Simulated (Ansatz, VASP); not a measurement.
# Ir: VASP beside Ansatz

```
Ir
1.0
     2.53127    0.00000    0.00000
    -1.26563    2.19214    0.00000
     0.00000    0.00000    4.10531
Ir
2
Direct
  0.66667 0.33333 0.75000
  0.33333 0.66667 0.25000
```

Change from the starting cell: strain -0.080 along x and y, -0.080 along z, atoms carried along.

Alike in both runs: task single point; functional r2SCAN; k mesh 18 × 18 × 12; occupations gaussian, width 0.15 eV; no spin polarisation.

```csv
,VASP,Ansatz
version,VASP 6.6.1,Ansatz 0.2.0
potentials or method,"VASP PAW PBE potentials, release 64 (Ir)","scalar-relativistic, plane waves, PAW"
plane-wave cutoff (eV),520,500
valence electrons in the cell,18,34
```

```csv
,VASP,Ansatz,Ansatz less VASP
gap on the k mesh at the Fermi level (eV),none,none,-
pressure (GPa),154.9,146.8,-8.05
largest component of the traceless stress (GPa),2.34,2.06,-0.276
```

A gap of «none» marks a metal or a gap that the smearing closes. The two sets of potentials don't hold the same shells in valence.

Caveats: the cell as given lies far from equilibrium; so large a pressure means that the cell lies far from this level's equilibrium, or that cutoff or potentials fall short (VASP); the potentials were made for another functional, which shifts forces and pressure (VASP). The runs have no spin-orbit coupling, so splittings on Ir are missing.
